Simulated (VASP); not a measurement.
Set up this calculation in VASP 6.6.1, as the native input.

* Task: relaxation of cell and atoms
* Functional: PBEsol
* Potentials or basis: VASP PAW PBE potentials, release 64 (Li_sv)
* Cutoff: 600 eV
* k mesh: 9 × 9 × 9
* Occupations: fermi-dirac, width 0.1 eV
* Spin: no spin polarisation
* Dipole correction: no
* Further INCAR settings: ALGO = Normal; EDIFF = 1e-06; IBRION = 2; EDIFFG = -0.01; NSW = 80; ISIF = 3

The structure of Li lies in POSCAR:

```
Li
1.0
    0.0000000000      3.0783766346      3.0783766346
    3.0783766346      0.0000000000      3.0783766346
    3.0783766346      3.0783766346      0.0000000000
Li
2
Direct
    0.1250000000      0.1250000000      0.1250000000
    0.8750000000      0.8750000000      0.8750000000
```

The cell was built by a generator and needn't be a form met in nature.

These files were run (other wordings do the same):

INCAR

```
PREC = Accurate
ENCUT = 600
EDIFF = 1E-6
ISMEAR = -1
SIGMA = 0.1
LREAL = F
LASPH = T
NELM = 100
ALGO = Normal
ISIF = 3
LWAVE = F
LCHARG = F
GGA = PS
IBRION = 2
NSW = 80
EDIFFG = -0.01
```

KPOINTS

```
regular mesh
0
Gamma
  9 9 9
```

Potentials or basis: VASP PAW PBE potentials, release 64 (Li_sv).

Launch:

```bash
$ cat potpaw_PBE.64/Li_sv/POTCAR > POTCAR
$ mpirun -np 1 vasp_std > vasp.out
```

It gave:

The relaxed volume is 24.96 Å³/atom, the relaxed cell is a = 4.133 Å, b = 4.133 Å, c = 4.133 Å, α = 60.00°, β = 60.00°, γ = 60.00° and the space group after relaxing (to 0.05 Å) is Fd-3m (No. 227). The energy gained by relaxing is 10.9 meV/atom and the ionic steps are 5. The pressure after relaxing is 0.0 GPa and the band gap on the k mesh is none (metal or under the smearing width).

Caveat: the cutoff is under 1.25 times the usual one of these potentials, so pressure, stress and relaxed cells hold a basis-set (Pulay) error; the PAW data sets were made with another functional, which shifts forces and pressure a little.

Run time: 40 s on 1 thread of Intel(R) Xeon(R) 6975P-C (Granite Rapids), on a shared host, peak memory 0.18 GiB.
